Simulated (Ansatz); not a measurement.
# InSe (R3m) in Ansatz: band structure with B3LYP

Aim: the band structure of InSe with B3LYP.

Everything below comes from runs of Ansatz 0.2.0. Logs are shortened: lines on timing, memory, paths and dates and some standing lists are left out, and cuts for length are marked.

**What was measured.**

From “The Interaction of Hydrogen with the van der Waals Crystal γ-InSe”, 2020, pmc:7321205, for a bulk crystal of InSe at 300 K: band gap 1.25 eV.

How close the calculation comes is told below.

**1. The crystal as given**

It takes space group R3m (No. 160, trigonal). Conventional cell: a = 4.000 Å, b = 4.000 Å, c = 25.320 Å, α = 90.00°, β = 90.00°, γ = 120.00°. Around In (site symmetry 3m) lie 3 Se at 2.63 Å and 1 In at 2.82 Å. In (site symmetry 3m) has 3 Se at 2.64 Å and 1 In at 2.82 Å as nearest neighbours. Se (site symmetry 3m) is surrounded by 3 In at 2.63 Å. Se (site symmetry 3m) is surrounded by 3 In at 2.64 Å.

**2. Band structure, B3LYP**

Input file input.yaml:

```yaml
crystal:
  lattice:
    - [2.0, 1.1547005384, 8.44]
    - [-2.0, 1.1547005384, 8.44]
    - [0.0, -2.3094010768, 8.44]
  atoms:
    - { symbol: In, position: [0.8886, 0.8886, 0.8886] }
    - { symbol: In, position: [0.0, 0.0, 0.0] }
    - { symbol: Se, position: [0.1719, 0.1719, 0.1719] }
    - { symbol: Se, position: [0.3835, 0.3835, 0.3835] }
hamiltonian:
  xc: b3lyp
  pseudopotentials: { kind: paw }
kpoints:
  mp_grid: { grid: [5, 5, 5] }
  band_path:
    path:
      - [[0.0, 0.0, 0.0], [0.5, 0.0, 0.0], [0.5, 0.1791451724, -0.1791451724]]
      - [[0.8208548276, 0.5, 0.1791451724], [0.5, 0.5, 0.5], [0.0, 0.0, 0.0], [0.3395725862, 0.0, -0.3395725862]]
      - [[0.6604274138, 0.3395725862, 0.0], [0.5, 0.5, 0.0], [0.6604274138, 0.6604274138, 0.1791451724], [0.5, 0.5, 0.5]]
      - [[0.5, 0.0, 0.0], [0.8208548276, 0.3395725862, 0.3395725862]]
    npoints: 4
scf:
  occupations: { method: fermi_dirac, width: 0.05 }
  n_extra_bands: 10
output:
  forces: true
  stress: true
  eigenvalues: true
  fatbands: false
```

Potentials or basis: Ansatz PAW.

On the command line:

```sh
> ansatz run input.yaml --threads 2 --pin off --max-ram 5632MiB --backend cpu --events-out ev --progress --plain --runs-dir out
```

Standard output:

```text
Warning: output.stress: scf.convergence.dr2_threshold = 1e-7 eV (the SCF's general default) is looser than the 4e-10 eV advised for a printed stress (1e-10 eV for each atom of the cell: 4). What an SCF threshold leaves in a stress goes as its square root, and in the free energy as the threshold itself, and one threshold admits the most on a small cell: of the crystals measured, under no hybrid functional and no lock of the moments, on runs that ended without the residual-converged pass, on stresses that held no estimate of that error, the worst erred by over 100 MPa in a component at 1e-7 eV an atom and by under 5 at 1e-10. Set scf.convergence.dr2_threshold to 4e-10 eV or tighter. The threshold is an SCF's pass mark: one that does not reach it within its budget of iterations ends unconverged, or closes short of it on a stop that the run arms, and scf.convergence.dr2_threshold's page says what that costs each kind of run
Warning: output.stress: scf.exx.energy_threshold = 1e-6 eV is looser than the 4e-8 eV advised for a stress under a hybrid functional (1e-8 eV for each atom of the cell: 4). Every SCF of the exchange loop can meet its threshold on dr2 while the loop round them stops early: no threshold on dr2 bounds what that leaves in the stress. Set scf.exx.energy_threshold to 4e-8 eV or tighter. The threshold is the loop's pass mark: a loop that does not reach it within its budget of cycles ends unconverged, and scf.exx.energy_threshold's page has the law
Warning: RAYON_NUM_THREADS=2 ignored (pool sized by the plan → 2); use --threads N
basis.fft_grid_basis auto: the FFT boxes are laid along the combinations [[1, 0, -1], [0, 1, -1], [0, 0, 1]] of the cell's own vectors, 4.000, 4.000 and 8.750 Å long. The dense box has 27×27×60 points. Along the cell's own vectors, as sized, it would have 60×60×60, 4.94 times as many. Of the 6 symmetry operations that the crystal satisfies within crystal.symmetry.tolerance (time reversal apart; of a slab, those that keep its plane) the dense box along the cell's own vectors carries 6, and the one as laid loses 4 of those. basis.fft_grid_basis: typed keeps the cell's own vectors: state it where this run's energies or levels are differenced outside the engine with another run's, or held beside a run that keeps those vectors.
scf.n_extra_bands = 10 over 29 filled bands (N_el = 58.0): the run solves 39 bands
Engine: ansatz 0.2.0, aarch64-unknown-linux-gnu
Pseudopotentials: kind: paw
Pseudopotential: In, paw, valence charge 13, recommended cutoff 420 eV (normal), In.paw.azcp
Pseudopotential: Se, paw, valence charge 16, recommended cutoff 420 eV (normal), Se.paw.azcp
Functional definition: B3LYP
  parameter a0 = 0.2
  parameter ax = 0.72
  parameter ac = 0.81
  exchange = (1 - a0 - ax)*slater_x + ax*b88_x + a0*exact_x
  correlation = (1 - ac)*vwn_rpa_c + ac*lyp_c
Crystal: 4 atoms, lattice volume = 116.948 Å³
Basis set: ecut = 420 eV, 2309 PW (Γ), FFT grids on a1−a3, a2−a3, a3, exchange–correlation on 54×54×120 points (8 copies of the dense FFT grid, shifted against one another)
Bands: 39, of which v1, the nominal top of the filled ones, is band 29 counted from 1 (28 counted from 0)
Symmetry: 6 space group operations
Space group: R3m (ITA 160), of the structure as read, at distance tolerance 4.9e-5 Å
k-points: 19 of 125 (time reversal used)
Non-local potential: In, projectors of the file, l = 0: 2, l = 1: 2, l = 2: 2, l = 3: 2
Non-local potential: Se, projectors of the file, l = 0: 2, l = 1: 2, l = 2: 3, l = 3: 1
PAW form: soft (Blöchl's): semilocal exchange-correlation on the pseudo side does not see the compensation charge
[... 42 lines left out ...]
hybrid outer 2: dexx = +5.872e-7 eV, tail = 1.77e-8 eV, Δε = 1.95e-3 eV (about 6.67e-5 eV left of the loop's levels), ΔF = 5.04e-3 eV/Å (tail 7.91e-4)
NSCF: frozen V_eff on 40 k-points
hybrid SCF converged: 2 outer / 14 inner (+5 warm-up), last move |dexx| = 5.87e-7 eV, tail = 1.77e-8 eV
Stability not checked: this state was not tested for a lower state beside it, because the functional holds exact exchange (a hybrid, or Hartree-Fock), whose exchange loop this test does not read (fock_operator; see scf.lower_state_search)
Free energy (F): -22184.732266 eV
Frozen-core exchange: fock
Harris-Foulkes:  -22184.732266 eV  (|F-HF|=2.04e-10)
Internal energy: -22184.732266 eV  (E = F + TS)
E sigma→0 (E₀):  -22184.732266 eV
Fermi energy:    7.578772 eV
--- Per-component energies (eV) ---
  E_band       = -1037.524490
  E_kinetic    = 725.962650
  E_local      = -7923.535843  (includes V_loc(G=0)·N_el)
  E_nonlocal   = -463.684906
  E_hartree    = 3661.421229
  E_xc         = -521.103401
  E_vxc        = -319.684734  (∫ρ·V_xc dr)
  E_exx        = -180.117306  (= α·E_x^exact, valence–valence)
  E_paw        = -12118.973805  (= ΣΔE_a)
  E_vpaw       = -19.188834  (= ΣTr[D̂ρ^β])
  E_aug_tail   = -0.001189  (compensation charges beyond the density's cutoff)
  E_ewald      = -5364.203816
  E_core_change = -0.495879  (= ΣΔE_core)
  E_smearing   = -0.000000  (= −TS)
  E_closure    = 0.000000  (closes the sum)
  Σ components = -22184.732266   (vs F -22184.732266, Δ=0.00e0)
--- Forces (eV/Å), atoms counted from 1 ---
  atom   1  In     0.00000000    -0.00000000     0.26840709
  atom   2  In     0.00000000     0.00000000    -0.25475053
  atom   3  Se     0.00000000     0.00000000    -0.09072197
  atom   4  Se     0.00000000     0.00000000     0.07708127
  max |Σ_I F_I| component: 1.59e-5 eV/Å
--- Stress (GPa, compression-positive) ---
        4.327233       0.000000       0.000000
        0.000000       4.327233      -0.000000
        0.000000      -0.000000       2.214473
  P = ⅓ Tr σ = 3.6230 GPa (36.230 kbar)
--- Band table (eV; the first three rows and the last of 19) ---
  k-point 0: bands = ["-43.6776", "-43.6776", "-43.6684", "-43.6684", "-43.6495", "-43.6495", "-43.6418", "-43.6418", "-43.6378", "-43.6307", "-9.4763", "-9.3150", "-9.3150", "-9.2410", "-9.2410", "-9.2121", "-9.2121", "-9.0365", "-9.0365", "-9.0105", "-7.8352", "-7.4218", "0.0115", "3.1850", "5.2687", "5.4462", "5.4462", "5.5450", "5.5450", "9.6253", "10.1357", "12.4709", "12.4709", "13.3109", "13.6522", "13.6522", "15.8131", "17.0269", "17.4461"]
  k-point 1: bands = ["-43.6776", "-43.6776", "-43.6683", "-43.6683", "-43.6495", "-43.6495", "-43.6418", "-43.6418", "-43.6378", "-43.6306", "-9.4956", "-9.4011", "-9.3548", "-9.3071", "-9.2217", "-9.2145", "-9.1956", "-9.0791", "-9.0400", "-8.9390", "-7.4252", "-7.0685", "0.2828", "2.4285", "3.6024", "4.7614", "4.9892", "5.1367", "5.7791", "10.0968", "10.5284", "12.0682", "12.4740", "12.7792", "14.2874", "14.4098", "14.9126", "16.4038", "17.1281"]
  k-point 2: bands = ["-43.6776", "-43.6775", "-43.6683", "-43.6682", "-43.6495", "-43.6495", "-43.6418", "-43.6418", "-43.6378", "-43.6306", "-9.6020", "-9.4938", "-9.4140", "-9.3041", "-9.2368", "-9.1721", "-9.1582", "-9.1010", "-9.0444", "-8.8840", "-6.6737", "-6.4529", "0.0784", "1.0337", "2.8502", "4.4190", "4.4838", "4.5420", "5.2899", "9.2726", "9.9334", "11.7480", "12.2164", "12.9013", "14.6499", "14.7772", "15.3860", "16.0427", "17.4091"]
  k-point 18: bands = ["-43.6776", "-43.6776", "-43.6683", "-43.6683", "-43.6495", "-43.6495", "-43.6418", "-43.6418", "-43.6378", "-43.6306", "-9.4928", "-9.3957", "-9.3631", "-9.3073", "-9.2217", "-9.2144", "-9.1957", "-9.0813", "-9.0398", "-8.9387", "-7.3188", "-7.1855", "0.4716", "2.2811", "3.7291", "4.0392", "4.9022", "5.2348", "6.4713", "9.7946", "10.7776", "12.0284", "12.5142", "12.6500", "14.5731", "14.5961", "15.2702", "16.0830", "16.6732"]
```

bands.tsv:

```text
# k_distance	band_0	band_1	band_2	band_3	band_4	band_5	band_6	band_7	band_8	band_9	band_10	band_11	band_12	band_13	band_14	band_15	band_16	band_17	band_18	band_19	band_20	band_21	band_22	band_23	band_24	band_25	band_26	band_27	band_28	band_29	band_30	band_31	band_32	band_33	band_34	band_35	band_36	band_37	band_38
[... 62 lines left out ...]
5.681216	-51.256329	-51.256212	-51.247074	-51.246957	-51.228242	-51.228237	-51.220567	-51.220566	-51.216514	-51.209349	-17.193934	-17.097396	-16.990287	-16.883434	-16.817911	-16.743898	-16.729987	-16.683639	-16.623355	-16.455346	-14.054627	-13.976166	-7.643127	-6.867301	-4.227481	-3.516547	-3.381472	-2.961824	-2.443193	1.748951	2.191951	3.875158	4.308724	4.972436	7.475574	7.672634	8.194078	9.013950	9.934756
```

Run time: 20 min. Hardware: 2 threads of Arm Neoverse V1, shared host; peak memory 3.3 GiB.

What came out:

```yaml
Free_energy: -22184.7323 eV
Pressure: 3.6 GPa
Largest_force: 0.268 eV/Å
Band_gap_along_the_path: 1.36 eV, direct
```

Forces on the atoms (eV/Å):
```
In   0.000  0.000  0.268
In   0.000  0.000 -0.255
Se   0.000  0.000 -0.091
Se   0.000  0.000  0.077
```

Stress tensor (GPa, compression positive):
```
4.33 0.00 0.00
0.00 4.33 0.00
0.00 0.00 2.21
```

Levels at the corners of the path, in eV from the valence-band top:
```csv
point,band 25,band 26,band 27,band 28,band 29,band 30,band 31,band 32,band 33,band 34
Γ,-1.64,-1.46,-1.46,-1.36,-1.36,2.72,3.23,5.57,5.57,6.41
L,-3.78,-2.61,-2.57,-2.45,-1.83,2.25,3.02,4.82,5.19,5.99
B1,-4.32,-3.98,-2.78,-2.49,-1.92,2.78,3.50,4.54,5.63,7.05
B,-4.32,-3.98,-2.78,-2.49,-1.92,2.78,3.50,4.54,5.63,7.05
Z,-1.54,-1.54,-1.28,-1.28,0.00,1.36,3.32,5.48,5.48,6.88
Γ,-1.64,-1.46,-1.46,-1.36,-1.36,2.72,3.23,5.57,5.57,6.41
X,-4.32,-4.00,-2.82,-2.46,-1.89,2.83,3.40,4.56,5.59,7.07
Q,-4.32,-4.00,-2.82,-2.46,-1.89,2.83,3.40,4.56,5.59,7.07
F,-3.51,-2.93,-2.74,-2.26,-1.64,2.19,3.05,4.47,4.82,5.56
P1,-3.55,-2.84,-2.71,-2.29,-1.77,2.42,2.86,4.55,4.98,5.65
Z,-1.54,-1.54,-1.28,-1.28,0.00,1.36,3.32,5.48,5.48,6.88
L,-3.78,-2.61,-2.57,-2.45,-1.83,2.25,3.02,4.82,5.19,5.99
P,-3.55,-2.84,-2.71,-2.29,-1.77,2.42,2.86,4.55,4.98,5.65
```

Caveat: spin-orbit coupling is left out, which moves the levels of the heavy elements; the PAW data sets come from PBE, with cores solved anew for the run's functional, which leaves a small shift of forces and pressure; the thresholds are loose for stress.

**3. How close it comes**

Step 2. Against the measured gap of InSe, 1.25 eV (300 K; “The Interaction of Hydrogen with the van der Waals Crystal γ-InSe”, 2020, pmc:7321205), the calculated 1.36 eV is off by +0.11 eV. Spin-orbit coupling on In, Se is left out. The value is that of B3LYP, without temperature or zero-point motion.
